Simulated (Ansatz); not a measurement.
# 1T-PbSTe monolayer in a perpendicular field, part 2 of 3

Wanted: the out-of-plane response of the 1T-PbSTe monolayer. A positive field points along +c.

Ansatz 0.2.0; plane-wave DFT, PBE-D3(BJ), Ansatz PAW (set soft_1); PAW set soft_1.

So far. Step 2 (Relaxation): The lattice constant a goes from 3.646 to 3.771 Å.

### 3. Atoms held, field 0

A sawtooth potential applies the field, turning back in the middle of the vacuum. With the dipole correction the typed value is the field outside the slab. The induced dipole is small, so the SCF threshold is tight.

The cell differs from the one that the last finished run ended in (c 36.633 → 22.051 Å).

File input.yaml:

```yaml
crystal:
  lattice:
    - [3.7706154699, 0.0, 0.0]
    - [-1.8853077349, 3.2654487848, 0.0]
    - [0.0, 0.0, 22.0508256065]
  atoms:
    - { symbol: Te, position: [0.6666666667, 0.3333333333, 0.4081479832] }
    - { symbol: Pb, position: [0.0, 0.0, 0.5216567991] }
    - { symbol: S, position: [0.3333333333, 0.6666666667, 0.5918520168] }
kpoints:
  mp_grid: { grid: [18, 18, 1] }
  band_path:
    path: [[0, 0, 0], [0.5, 0, 0], [0.33333333, 0.33333333, 0], [0, 0, 0]]
    npoints: 16
hamiltonian:
  xc: pbe
  dispersion: d3bj
  pseudopotentials: { kind: paw, azcp: { folder: soft_1 } }
scf:
  occupations: { method: fermi_dirac, width: 0.02585 }
  convergence: { dr2_threshold: 1.0e-10 }
efield:
  axis: 3
  dipole_correction: true
  ramp_position: 0.97
  ramp_width: 0.06
  amplitude: 0
output:
  dos: { projected: true, e_range: [-6, 5] }
  write_potential: true
  write_density: true
  volumetric_format: npy
  elf: true
```

On the command line:

```
$ ansatz run input.yaml --threads 2 --pin off --max-ram 3072MiB --backend cpu --events-out ev --progress --plain --runs-dir out
```

Numbers of over 12 decimals in the logs are rounded to 6 here.

Output:

```text
[...]
Crystal: 3 atoms, lattice volume = 271.506 Å³
Basis set: ecut = 420 eV, 5341 PW (Γ)
Bands: 22, of which v1, the nominal top of the filled ones, is band 18 counted from 1 (17 counted from 0)
Symmetry: 6 space group operations
[...]
k-points: 37 of 324 (time reversal used)
[...]
SCF iter   1: F=—  HF=-19792.006987 eV  |F-HF|=—  |Δ(HF+E_count)|=         —  Δρ=1.84e-2  dr2=5.08e0  ethr=3.10e-3  p=-0.000 e·Å  D=-3.08e-8 V/Å  ΔV_dip=0.00 eV  dr2_dipole=1.06e0  V_vac-E_F(+/−)=5.73/5.73 eV  ⟨swp⟩=12.5  Hψ=5769  notcnv=0
efield: sawtooth ramp at fractional position 0.9700 (set: `efield.ramp_position`, or a place that a band, a saddle search or an elastic batch's reference lends), width 0.0600; the density the first Hamiltonian is built on has a dipole p = -0.000 e·Å; the dipole correction subtracts the counter field D = -3.08e-8 V/Å, which shifts the + side's vacuum level by +0.00 eV against the − side's; the planar-averaged density in the ramp window peaks in size at 6.4e-7 e/Å³
[...]
SCF iter   2: F=—  HF=-19791.633234 eV  |F-HF|=—  |Δ(HF+E_count)|=   3.74e-1  Δρ=1.10e-2  dr2=1.74e0  ethr=3.10e-3  p=-0.075 e·Å  D=-5.01e-2 V/Å  ΔV_dip=1.10 eV  dr2_dipole=3.66e-1  V_vac-E_F(+/−)=6.41/5.31 eV  ⟨swp⟩=3.9  Hψ=1707  notcnv=0  defer=4
[...]
SCF iter  11: F=-19791.491269 eV  HF=-19791.491269 eV  |F-HF|=3.27e-11  |Δ(HF+E_count)|=  4.04e-10  Δρ=1.26e-7  dr2=6.45e-11  ethr=1.00e-12  p=-0.052 e·Å  D=-3.48e-2 V/Å  ΔV_dip=0.77 eV  dr2_dipole=4.65e-14  V_vac-E_F(+/−)=5.95/5.19 eV  ⟨swp⟩=4.4  Hψ=3280  notcnv=0
SCF 1 converged in 11 iterations: F = -19791.491269 eV  dr2 = 6.45e-11
[...]
NSCF: frozen V_eff on 49 k-points
efield: sawtooth ramp at fractional position 0.9700 (kept from the solve that this one continues, or follows in the run), width 0.0600; the density the first Hamiltonian is built on has a dipole p = -0.052 e·Å; the dipole correction subtracts the counter field D = -3.48e-2 V/Å, which shifts the + side's vacuum level by +0.77 eV against the − side's; the planar-averaged density in the ramp window peaks in size at 6.4e-7 e/Å³
WARN: The output density's exchange-correlation potential varies sharply where the density is thin. Do not read a vacuum level from v_tot or v_xc, or from such a field of the output density. On a cell that repeats whose density bears no net charge and no dipole along the vacuum's axis use v_es (v_loc + v_h of the components); under efield.dipole_correction with no amplitude use v_es + v_field, which holds any externa [...]
SCF converged after 11 iterations
Free energy (F): -19791.491269 eV
[...]
Internal energy: -19791.485489 eV  (E = F + TS)
E sigma→0 (E₀):  -19791.488379 eV
Entropy (-TS):   -0.005780 eV (-1.927 meV/atom)
Fermi energy:    -1.272643 eV
Dipole field:    D = -0.034799 V/Å  (p = -0.052214 e·Å, saw-weighted, corrected)
Work function:   Φ+ = 5.9528 eV   Φ− = 5.1854 eV
Levels:          The Fermi level and band energies are counted from a zero that moves with the ramp; work functions are not
[...]
--- Band table (eV; the first three rows and the last of 37) ---
  k-point 0: bands = [... 14 lower, -2.1408, -2.1408, -1.1714, 0.0430, 0.0430, 2.1463, 3.6675, 3.7646]
  k-point 1: bands = [... 14 lower, -2.3706, -2.1779, -1.0768, -0.1962, -0.0105, 2.2913, 3.4560, 3.7772]
  k-point 2: bands = [... 14 lower, -2.8297, -2.2825, -1.1647, -0.5698, -0.1553, 2.5276, 3.0574, 3.8567]
  k-point 36: bands = [... 14 lower, -4.4515, -4.3755, -3.2138, -2.2911, -1.8565, 1.8887, 2.1237, 3.7111]
```

Wall time 16 s (2 threads of Arm Neoverse V2, shared host); peak memory 0.6 GiB.

Numbers from this step:

```
energy at zero smearing        : -19791.4884 eV
work function, upper face      : 5.953 eV
work function, lower face      : 5.185 eV
dipole along the normal        : -0.05221 e·Å
step between the vacuum levels : 0.7674 eV
```

Running mean over a fixed 2.8 Å (it still follows the layers) of the planar mean; the ramp of the sawtooth is left out. The electron's electrostatic potential energy less the Fermi level by z:

```
z (Å)  electron's electrostatic potential energy less the Fermi level (eV)
  3.0                                                                 5.19
  3.5                                                                 5.19
  4.0                                                                 5.19
  4.5                                                                 5.18
  5.0                                                                 5.18
  5.5                                                                 5.16
  6.0                                                                 5.10
  6.5                                                                 4.84
  7.0                                                                 3.80
  7.5                                                                 1.98
  8.0                                                                0.150
  8.5                                                                -1.43
  9.0                                                                -2.12
  9.5                                                                -2.94
 10.0                                                                -3.83
 10.5                                                                -4.63
 11.0                                                                -4.83
 11.5                                                                -5.42
 12.0                                                                -6.27
 12.5                                                                -5.35
 13.0                                                                -2.83
 13.5                                                               -0.274
 14.0                                                                 1.69
 14.5                                                                 3.63
 15.0                                                                 5.21
 15.5                                                                 5.80
 16.0                                                                 5.92
 16.5                                                                 5.95
 17.0                                                                 5.95
 17.5                                                                 5.95
 18.0                                                                 5.95
 18.5                                                                 5.95
 19.0                                                                 5.95
```

The density of states has structure finer than the step of the table below, so its rows give means over 0.25 eV, whole bins alone (the curve runs from -6 to 1.99 eV). Peaks (eV: height): -3.710: 4.63, -2.910: 4.59, -2.310: 4.51, -1.920: 7.52, -1.670: 5.71, -1.560: 6.72, -1.090: 5.16.

The density of states by energy, zero at the Fermi level; means over each step:

```
energy (eV)  density of states (states/eV a cell)
      -4.50                                     0
      -4.25                                 0.398
      -4.00                                  1.32
      -3.75                                  2.08
      -3.50                                  1.25
      -3.25                                  2.06
      -3.00                                  2.42
      -2.75                                  2.26
      -2.50                                  2.44
      -2.25                                  2.37
      -2.00                                  3.44
      -1.75                                  4.37
      -1.50                                  3.29
      -1.25                                  1.40
      -1.00                                  2.66
      -0.75                                  1.17
      -0.50                                  2.04
      -0.25                                  2.35
       0.00                                  2.92
       0.25                                  2.36
       0.50                                  1.86
       0.75                                  1.43
       1.00                                 0.681
       1.25                                 0.344
       1.50                                     0
```

Projected DOS per atom over height of the atomic layer and energy from the Fermi level. Layers: Te Pb S from below.

Ten even steps from '_' (0.00 states/eV) to '@' (2.31 states/eV), each cell a mean:
```
______
______
::____
==__..
==..::
##..--
++..--
--__..
==__==
++..**
**::@@
--..++
--..==
==::==
::::--
..::::
::....
______
______
______
______
______
```
Columns: height of the atomic layer (Å) from 9 to 13.1 (not evenly spaced); rows upwards: energy from the Fermi level (eV) from -5.96 to 1.96.

Electronic bands along the path, in eV, zero at the Fermi level:

```
  point  band 15  band 16  band 17  band 18  band 19  band 20  band 21  band 22
      Γ    -0.87    -0.87     0.10     1.32     1.32     3.42     4.94     5.04
halfway    -1.98    -1.47    -1.44     0.33     0.59     3.08     4.62     5.15
      M    -2.89    -1.93    -1.78    -0.48     0.06     2.83     3.73     4.86
halfway    -3.07    -2.52    -1.69    -1.02    -0.22     3.06     3.84     4.51
      K    -3.18    -3.10    -1.94    -1.02    -0.58     3.16     3.40     4.98
halfway    -2.34    -1.87    -1.43    -0.31     0.56     3.41     4.17     4.92
      Γ    -0.87    -0.87     0.10     1.32     1.32     3.42     4.94     5.04
```

The electronic bands as a text plot (rows in eV, shown from -7.9 to 4.3 only):

```
    4.1 |    **       ****     *****               ***    ***
    3.6 |********         *****     **********************   ****
    3.1 |        ********************************
    2.6 |
    2.1 |
    1.5 |**                                                    **
    1.0 | *******                                        *******
    0.5 |    ***********                         ************
    0.0 |******     ****************         ****     *   *******
   -0.5 |      *        **********  *********      ***   *
   -1.0 |**********               *****************   *** *******
   -1.5 |   ***  ************  ******           ****** ***  *
   -2.0 |      ******   *********    *********** ***********
   -2.5 |**********  ***         ******     *****  *** **********
   -3.0 |          **   ************** *****    *******
   -3.5 |            ***              *************
   -4.1 |               **************
   -4.6 |
   -5.1 |
   -5.6 |
   -6.1 |
   -6.6 |
   -7.1 |************                               *************
   -7.6 |            *******************************
         Γ                   M           K                      Γ
```

Valence density in the ca plane at fractional y = 0.000, with atoms of Pb within 0.2 Å of it. It is the smooth field of the valence electrons, not physical close to the nuclei.

Ten steps, logarithmic in the rise over the least value, from '0' (0.0 e/Å³) to '9' (7.3 e/Å³), each cell a mean:
```
00000000000000000111113589985310000000000000
00000000000000001111112467764211000000000000
00000000000000001222222234443222100000000000
00000000000000012333322122223332110000000000
00000000000000012334322111123333210000000000
00000000000000012333322111223333210000000000
00000000000000011233222223333322100000000000
00000000000000001122222356653221100000000000
00000000000000000111112578875211000000000000
00000000000000000111113589986310000000000000
```
Columns run along c (16.0 Å, from fractional 0.10 to 0.83 of the cell), rows up along a (3.8 Å). Atoms in or near the plane, at fractional coordinates: Pb at (0.52, 0.00).

ELF in the ca plane at fractional y = 0.000, with atoms of Pb within 0.2 Å of it. It is the smooth field of the valence electrons, not physical close to the nuclei.

Ten even steps from '0' (0.00) to '9' (0.78), each cell a mean:
```
00000000000111113541024310000000000000000000
00000000012344322454444222100000000000000000
00000000135677643344433456431000000000000000
00000001257887764222235799853100000000000000
00000001368877776311136899974100000000000000
00000001368877775211236899863100000000000000
00000000246777753234334677642000000000000000
00000000023555432355543333210000000000000000
00000000001222213452134211000000000000000000
00000000000111113540014310000000000000000000
```
Columns run along c (16.0 Å, from fractional 0.19 to 0.92 of the cell), rows up along a (3.8 Å). Atoms in or near the plane, at fractional coordinates: Pb at (0.52, 0.00).

Electrostatic potential energy in the ca plane at fractional y = 0.000, with atoms of Pb within 0.2 Å of it. With pseudopotentials it is smooth inside the atoms' cores, unlike the true potential.

Ten even steps from '0' (-37 eV) to '9' (5 eV), each cell a mean:
```
99999999999999998500001689999999999999999999
99999999999999998730004899999999999999999999
99999999999988889875467899999999999999999999
99999999999877789988888889999999999999999999
99999999999876788999998888999999999999999999
99999999999876789998888888999999999999999999
99999999999888889887778899999999999999999999
99999999999998998852136899999999999999999999
99999999999999998610002789999999999999999999
99999999999999998400000689999999999999999999
```
Columns run along c (16.0 Å, from fractional 0.19 to 0.92 of the cell; values clipped at the 3rd and 97th percentile), rows up along a (3.8 Å). Atoms in or near the plane, at fractional coordinates: Pb at (0.52, 0.00).

The work function of the upper face is 5.95 eV.

### 4. Atoms held, field 0.1 V/Å

Changes to input.yaml since step 3:

```diff
@@ -24,7 +24,6 @@
   dipole_correction: true
-  ramp_position: 0.97
-  ramp_width: 0.06
-  amplitude: 0
+  ramp_position: 0.9433
+  ramp_width: 0.0984
+  amplitude: 0.1
 output:
-  dos: { projected: true, e_range: [-6, 5] }
   write_potential: true
@@ -32,2 +31 @@
   volumetric_format: npy
-  elf: true
```

Output:

```text
[...]
Crystal: 3 atoms, lattice volume = 271.506 Å³
Basis set: ecut = 420 eV, 5341 PW (Γ)
Bands: 22, of which v1, the nominal top of the filled ones, is band 18 counted from 1 (17 counted from 0)
Symmetry: 6 space group operations
[...]
k-points: 37 of 324 (time reversal used)
[...]
--- Band table (eV; the first three rows and the last of 37) ---
  k-point 0: bands = [... 14 lower, -2.1336, -2.1336, -1.1666, 0.0411, 0.0411, 2.1249, 3.4105, 3.7690]
  k-point 1: bands = [... 14 lower, -2.3623, -2.1707, -1.0736, -0.1976, -0.0123, 2.2675, 3.3785, 3.6008]
  k-point 2: bands = [... 14 lower, -2.8193, -2.2753, -1.1659, -0.5687, -0.1571, 2.5006, 3.0559, 3.6349]
  k-point 36: bands = [... 14 lower, -4.4501, -4.3716, -3.2094, -2.2953, -1.8538, 1.8912, 2.1266, 3.7100]
[key lines of the parts left out:]
SCF converged after 11 iterations
Free energy (F): -19791.488210 eV
Fermi energy:    -1.272387 eV
Dipole field:    D = -0.005975 V/Å  (p = -0.008964 e·Å, saw-weighted, corrected)
```

The job ended after 16 s (2 threads; peak memory 0.57 GiB).

The dipole is -0.00896 e·Å, 0.0432 e·Å from its value without field.

(Continued in part 3 of 3.)

[Logs are printed without paths, hosts, clocks, repeated set-up lines and the standing remarks that a program may print on its own settings, such as how far it seeks lower states.]

[Hosts, paths, dates, database ids (printed as entryN), source tags and the programs' standing remarks are cut or masked in the printed files.]

[Maps of the electrostatic potential energy from Ansatz leave out the sawtooth potential of an applied field or a dipole correction, so their vacuum need not be flat; planar profiles and work functions include it.]

[The density of states shown here was stored with 400 of the rows of the run's finer table, so its peaks can read low, often by over a quarter, or be missed, and its means over a window can be off by a tenth or more.]
